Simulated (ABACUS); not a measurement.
Input of an ABACUS 3.10.1 run:

INPUT

```
INPUT_PARAMETERS
suffix              Si
calculation         scf
basis_type          lcao
pseudo_dir          ./
orbital_dir         ./
symmetry            1
dft_functional      pbe
ecutwfc             100
pseudo_rcut         7
nspin               1
nbands              6
ks_solver           genelpa
smearing_method     fd
smearing_sigma      0.00367493
scf_thr             1e-07
scf_nmax            100
mixing_type         broyden
mixing_beta         0.7
cal_force           1
cal_stress          1
out_mul             1
```

STRU

```
ATOMIC_SPECIES
Si 28.0850 Si.upf

NUMERICAL_ORBITAL
Si_confined-atom_7au_3s3p2d1f.orb

LATTICE_CONSTANT
5.0129327690

LATTICE_VECTORS
-0.6132983998 0.6132983998 0.4977249697
0.6132983998 -0.6132983998 0.4977249697
0.6132983998 0.6132983998 -0.4977249697

ATOMIC_POSITIONS
Cartesian

Si
0.0
1
0.0000000000 0.0000000000 0.0000000000 1 1 1
```

KPT

```
K_POINTS
0
Gamma
9 9 9 0 0 0
```

Potentials or basis: PseudoDojo NC SR 0.4.1 PBE standard, TZDP LCAO (the cutoffs set its grid).

The run is started by

```sh
$ OMP_NUM_THREADS=1 mpirun -np 4 abacus > log
```

Estimate the pressure.

4.3 GPa.

Estimate the band gap on the k mesh.

none (metal or under the smearing width).

Stress tensor (GPa, compression positive):
```
3.31 0.00 0.00
0.00 3.31 0.00
0.00 0.00 6.38
```

Caveat: the atomic orbitals were generated for these runs and aren't a published set; the basis of atomic orbitals isn't converged, which shifts pressures, moduli and gaps.
